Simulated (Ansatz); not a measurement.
Crystal: TePb.

```
Pb Te
1.0
     4.00229    0.00000    0.00000
     0.00000    4.00229    0.00000
     0.00000    0.00000    4.00229
Pb Te
1 1
Direct
  0.00000 0.00000 0.00000
  0.50000 0.50000 0.50000
```

Measurements of this composition are mostly on another form, of space group No. 225.

```yaml
Program: Ansatz 0.2.0
Task: relaxation of cell and atoms
Functional: LDA
Potentials_or_basis: all-electron LAPW, scalar-relativistic
Basis_error_allowed: 0.001 eV/atom
k_mesh: 7 × 7 × 7
Occupations: fermi-dirac, width 0.05 eV
Spin: no spin polarisation
```

At the start: volume 32.05 Å³/atom.

Q: How do energy, volume and symmetry change on relaxing?

A: Over 4 steps the energy falls by 39.0 meV/atom and the volume is 29.13 Å³/atom (-9.1 %); space group Pm-3m (No. 221, to 0.05 Å).

The path:
```csv
step,energy change (eV),largest force (eV/Å),volume (Å³)
1,0.0000,0.0000,64.11
2,-0.0779,0.0000,58.07
3,-0.0780,0.0000,58.26
4,-0.0780,0.0000,58.26
```

Final structure:
```cif
data_structure
_symmetry_space_group_name_H-M 'P 1'
_symmetry_Int_Tables_number 1
_cell_length_a 3.8767
_cell_length_b 3.8767
_cell_length_c 3.8767
_cell_angle_alpha 90.000
_cell_angle_beta 90.000
_cell_angle_gamma 90.000
_cell_volume 58.26
loop_
_atom_site_label
_atom_site_type_symbol
_atom_site_fract_x
_atom_site_fract_y
_atom_site_fract_z
_atom_site_occupancy
Pb1 Pb 0.00000 0.00000 0.00000 1
Te1 Te 0.50000 0.50000 0.50000 1
```
